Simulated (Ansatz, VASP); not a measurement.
## One calculation of Mo, two programs

```xyz
1
Lattice="0.0000 2.0963 2.0963 2.0963 0.0000 2.0963 2.0963 2.0963 0.0000" Properties=species:S:1:pos:R:3 pbc="T T T"
Mo    0.0000    0.0000    0.0000
```

Alike in both runs: task single point; functional PBEsol; k mesh 18 × 18 × 18; occupations gaussian, width 0.1 eV; no spin polarisation.

|  | VASP | Ansatz |
| --- | --- | --- |
| version | VASP 6.6.1 | Ansatz 0.2.0 |
| potentials or method | VASP PAW PBE potentials, release 64 (Mo_sv) | scalar-relativistic, plane waves, PAW |
| plane-wave cutoff (eV) | 520 | 420 |
| valence electrons in the cell | 14 | 14 |

VASP gave:

```
gap on the k mesh at the Fermi level (eV) : none
pressure (GPa)                            : -30.7
```

What did Ansatz give for the same quantities?

gap on the k mesh at the Fermi level (eV): none; pressure (GPa): -30.9.

A gap of «none» marks a metal or a gap that the smearing closes.

Caveats: the cell as given lies far from equilibrium; so large a pressure means that the cell lies far from this level's equilibrium, or that cutoff or potentials fall short (VASP); the potentials were made for another functional, which shifts forces and pressure (VASP).
